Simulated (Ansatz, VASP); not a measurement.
# GaP in VASP and in Ansatz

```
Ga P
1.0
     0.00000    2.75256    2.75256
     2.75256    0.00000    2.75256
     2.75256    2.75256    0.00000
Ga P
1 1
Direct
  0.00000 0.00000 0.00000
  0.75000 0.75000 0.75000
```

Alike in both runs: functional PBE; k mesh 8 × 8 × 8; occupations gaussian, width 0.02 eV; no spin polarisation.

Ansatz relaxed the structure, and its values are those at the end. VASP's run is a single point on that final structure, the one shown.

|  | VASP | Ansatz |
| --- | --- | --- |
| version | VASP 6.6.1 | Ansatz 0.2.0 |
| potentials or method | VASP PAW PBE potentials, release 64 (Ga_d, P) | scalar-relativistic, plane waves, PAW |
| plane-wave cutoff (eV) | 520 | 420 |
| valence electrons in the cell | 18 | 18 |

```tsv
	VASP	Ansatz	Ansatz less VASP
gap on the k mesh at the Fermi level (eV)	1.58	1.58	+0.003
least direct gap on the mesh (eV)	1.58	1.58	+0.003
pressure (GPa)	0.0	0.0	+0.07
```

With one functional, cell and mesh, what is left measures potentials, basis and numerics.

A k mesh can miss the band edges. PBE gaps usually lie below the measured ones, often by a third to a half.
